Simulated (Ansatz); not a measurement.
CsCl, DFT, PBEsol, all-electron LAPW, scalar-relativistic (Ansatz 0.2.0), run on 1 thread of Arm Neoverse V1 on a shared host.

The cell is COD entry 9008789, as deposited and not checked against the literature; nothing was relaxed. The listed cell was then made from it by scaling, straining or moving an atom.

Command: `ansatz run input.yaml --threads 1 --pin off --max-ram 3072MiB --backend cpu --events-out ev --progress --plain --runs-dir out`

```yaml
crystal:
  lattice:
    - [4.1503054315, 0.0, 0.0]
    - [0.0, 4.1503054315, 0.0]
    - [0.0, 0.0, 4.1503054315]
  atoms:
    - { symbol: Cs, position: [0.0, 0.0, 0.0] }
    - { symbol: Cl, position: [0.5, 0.5, 0.5] }
kpoints:
  mp_grid: { grid: [6, 6, 6] }
  band_path:
    path:
      - [0.0, 0.0, 0.0]
      - [0.0, 0.5, 0.0]
      - [0.5, 0.5, 0.0]
      - [0.0, 0.0, 0.0]
      - [0.5, 0.5, 0.5]
      - [0.0, 0.5, 0.0]
      - [0.5, 0.5, 0.5]
      - [0.5, 0.5, 0.0]
    npoints: 5
scf:
  occupations: { method: fermi_dirac, width: 0.03 }
hamiltonian:
  xc: pbesol
  pseudopotentials: { kind: all_electron, lapw: { basis_error: 0.001 } }
output:
  forces: true
  stress: true
  eigenvalues: true
```

**Question.** How large is the problem that the program sets up?

**Answer.** 20 irreducible k-points, 179 plane waves at Γ, 24 bands.

**Question.** Estimate the wall time and the peak memory.

**Answer.** 6.1 s of wall time for 8 SCF iterations, with a peak of 0.24 GiB. Times on shared machines scatter by tens of per cent.
